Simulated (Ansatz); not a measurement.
## GaN (Fm-3m), a film clamped to a substrate

All numbers below come from DFT PBE, scalar-relativistic, plane waves, PAW (Ansatz). The runs took a 420 eV cutoff, a Γ-centred 14×14×14 mesh and Gaussian smearing (0.05 eV). No spin polarisation. Energies are free energies at this smearing, counted from the undisturbed cell; pressure is positive in compression.

The starting cell (as given, not relaxed at this level; it stands at -0.3 GPa; this rock-salt form isn't the usual structure):

```
Ga N
1.0
     0.00000    2.13524    2.13524
     2.13524    0.00000    2.13524
     2.13524    2.13524    0.00000
Ga N
1 1
Direct
  0.00000 0.00000 0.00000
  0.50000 0.50000 0.50000
```

The cell (2 atoms, V0 = 19.47 Å³) is strained by p along both x and y and by q along z, fractional coordinates fixed. τp = (1/V0) ∂E/∂p = (σxx + σyy)(1 + p)(1 + q) and τq = (1/V0) ∂E/∂q = σzz(1 + p)², with tension positive.

| p | q | ΔE (meV/atom) | τp (GPa) | τq (GPa) |
| --- | --- | --- | --- | --- |
| 0.000 | 0.000 | 0.00 | 0.66 | 0.33 |
| -0.015 | 0.000 | 6.21 | -14.71 | -4.43 |
| 0.015 | 0.000 | 6.65 | 13.53 | 4.93 |
| 0.000 | -0.015 | 1.98 | -4.16 | -4.80 |
| 0.000 | 0.015 | 2.32 | 5.21 | 4.63 |

Task: Get the second derivatives of the energy density.

Result: Central differences give A = ∂τp/∂p = 941 GPa (C11 + C22 + 2 C12), C = ∂τq/∂q = 314 GPa (C33) and the cross term B = ∂τq/∂p = 312 GPa (C13 + C23); ∂τp/∂q = 312 GPa must equal B, and any difference shows higher-order terms. The ions are clamped. In a cubic crystal C11 = C = 314, C12 = B/2 = 156 GPa and A should be 2(C11 + C12) = 940 GPa; the bulk modulus is (C11 + 2 C12)/3 = 209 GPa.

Task: A film of this crystal grows with z along the normal on a substrate that imposes p. How does its thickness respond, and what does the misfit cost?

Result: Count p and q from the stress-free cell. A free surface needs τq = 0, so q = −(B/C) p = -0.99 p. The energy density left is (A − B²/C) p²/2 = M p², with the biaxial modulus M = 316 GPa; a misfit of 1 % costs 1.92 meV/atom, against 2.86 meV/atom if the thickness were held.

The gap closes along the scan, which can put kinks into the curve.

Letting the film relax along its normal lowers the cost of a 1 % misfit from 2.86 to 1.92 meV/atom, but it doesn't conserve volume: the thickness change offsets only part of the change in area. In rock salt the nearest-neighbour bonds lie along the cube axes, so axial strain changes their lengths directly, which makes C11 large. Central forces between nearest neighbours alone would give almost no C12. The sizeable value therefore points to longer-range ionic forces and a volume-dependent electronic energy, and this coupling drives the thickness response. The weaker restoring stress in tension than in compression fits the usual anharmonicity of bonds, whose repulsion steepens as they shorten.

Clamping the ions costs nothing here, because both sites remain inversion centres under these strains and no internal displacement is induced. That wouldn't carry over to wurtzite films, where internal relaxation and polarity matter. The response to shear governed by C44 remains untested, so full mechanical stability doesn't follow.
